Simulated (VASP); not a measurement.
## TiSi2: single point with PBE

Crystal: TiSi2.

```
Ti Si
1.0
     0.00000    4.11752    4.26290
     2.38951    0.00000    4.26290
     2.38951    4.11752    0.00000
Ti Si
2 4
Direct
  0.75000 0.75000 0.75000
  0.50000 0.50000 0.50000
  0.41257 0.08743 0.41257
  0.08743 0.41257 0.08743
  0.16257 0.83743 0.16257
  0.83743 0.16257 0.83743
```

The cell is a database's computed one.

| Item | Value |
| --- | --- |
| Program | VASP 6.6.1 |
| Task | single point |
| Functional | PBE |
| Potentials or basis | VASP PAW PBE potentials, release 64 (Ti_sv, Si) |
| Cutoff | 520 eV |
| k mesh | 7 × 7 × 7 |
| Occupations | gaussian, width 0.014 eV |
| Spin | no spin polarisation |

| Property | Result |
| --- | --- |
| Pressure | 2.0 GPa |
| Largest force | 0.013 eV/Å |
| Band gap on the k mesh | none (metal or under the smearing width) |

Forces in eV/Å, atoms in the order of the input:
```
Ti   0.000  0.000  0.000
Ti   0.000  0.000  0.000
Si   0.000  0.013  0.000
Si   0.000 -0.013  0.000
Si   0.000  0.013  0.000
Si   0.000 -0.013  0.000
```

Stress tensor (GPa, compression positive):
```
2.36 0.00 0.00
0.00 0.75 0.00
0.00 0.00 2.90
```

Levels at points of the mesh, in eV from the Fermi level:
| k point | band 18 | band 19 | band 20 | band 21 | band 22 | band 23 |
| --- | --- | --- | --- | --- | --- | --- |
| (0.00, 0.00, 0.00) | -2.07 | -1.78 | -1.35 | -0.93 | 2.07 | 3.13 |

Run time: 2.3 min on 1 thread of Intel(R) Xeon(R) Platinum 8375C CPU @ 2.90GHz (Ice Lake) (shared host), peak memory 0.3 GiB.
